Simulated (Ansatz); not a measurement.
# A series in volume per atom on Nb

Equation of state of a cubic crystal from periodic Kohn-Sham density functional theory without spin; pressure corrected for the finite basis. The results are calculated, by Ansatz 0.2.0 development build.

Cell of the first row (space group Fm-3m, No. 225):
```
Nb
1.0
      0.0000     2.0660     2.0660
      2.0660     0.0000     2.0660
      2.0660     2.0660     0.0000
Nb
1
Direct
  0.00000 0.00000 0.00000
```

Settings of every row: formula Nb; structure type fcc; functional PBE; spin treatment none; k mesh 15x15x15; occupation method fermi-dirac; occupation width 0.061225619 eV; wave cutoff 700 eV; datasets hard PAW; density cutoff ratio 4.

Limits: a cubic model structure, not a phase known at ambient conditions; modest k-mesh, values are not fully converged in k; the SCF threshold is loose for a stress in some rows.

| row | volume per atom (Å³) | energy above lowest point (meV/atom) | pressure (GPa) |
| --- | --- | --- | --- |
| 1 | 17.638 | 37.3 | 11.2 |
| 2 | 18.013 | 15.95 | 7.094 |
| 3 | 18.388 | ? | ? |
| 4 | 18.764 | 0 | -0.065 |
| 5 | 19.139 | 3.85 | -3.178 |
| 6 | 19.514 | 14.67 | -6.015 |
| 7 | 19.89 | 31.83 | -8.598 |

Question: what energy above lowest point and pressure should row 3 give?

Worked fit of energy above lowest point. Take u = (V_r/V)^(2/3) − 1 with V_r = 18.951 Å³ an atom, which is twice the finite (Eulerian) strain; such expansions in the strain, on which the Birch-Murnaghan equation of state is built, carry the rest volume and the bulk modulus. The shown rows have u = 0.04903, 0.03442, 0.00663, -0.00656, -0.01933, -0.03173. Least squares give energy above lowest point = 1.017 − 293.68 × u + 21248.4 × u² − 3352 × u³ meV/atom; a parabola predicts inner rows, each left out in turn, worse (root mean square 0.07 against 0.017 meV/atom). The rows lie off it by 0.00, 0.00, 0.00, -0.01, 0.01, -0.01. Its lowest point lies at u = 0.0069, or V = 18.76 Å³ an atom, and the curvature there gives the bulk modulus at fixed shape and fractions, B = (4/9)(1 + u)² E″(u)/V = 163 GPa. The withheld row has u = 0.02031, so the fit gives 1.017 − 293.68 × (0.02031) + 21248.4 × (0.02031)² − 3352 × (0.02031)³ = 3.79 meV/atom.

The calculation gave 3.78 meV/atom. The fit lies 0.01 meV/atom (0.027 % of the column's range) above it, one unit of the last digit.

Worked fit of pressure. Take u = (V_r/V)^(2/3) − 1 with V_r = 18.951 Å³ an atom, which is twice the finite (Eulerian) strain; such expansions in the strain, on which the Birch-Murnaghan equation of state is built, carry the rest volume and the bulk modulus. The shown rows have u = 0.04903, 0.03442, 0.00663, -0.00656, -0.01933, -0.03173. Least squares give pressure = −1.6548 + 235.843 × u + 536.31 × u² GPa; a straight line predicts inner rows, each left out in turn, worse (root mean square 0.34 against 0.0043 GPa). The rows lie off it by 0.002, -0.004, 0.003, 0.001, -0.002, 0.000. The pressure vanishes at u = 0.0069, or V = 18.76 Å³ an atom, and there the bulk modulus at fixed shape and fractions is B = −V dP/dV = (2/3)(1 + u) dP/du = 163 GPa. The withheld row has u = 0.02031, so the fit gives −1.6548 + 235.843 × (0.02031) + 536.31 × (0.02031)² = 3.356 GPa.

The calculation gave 3.349 GPa. The fit lies 0.007 GPa (0.035 % of the column's range) above it; its largest miss of a shown row is 0.004 GPa.
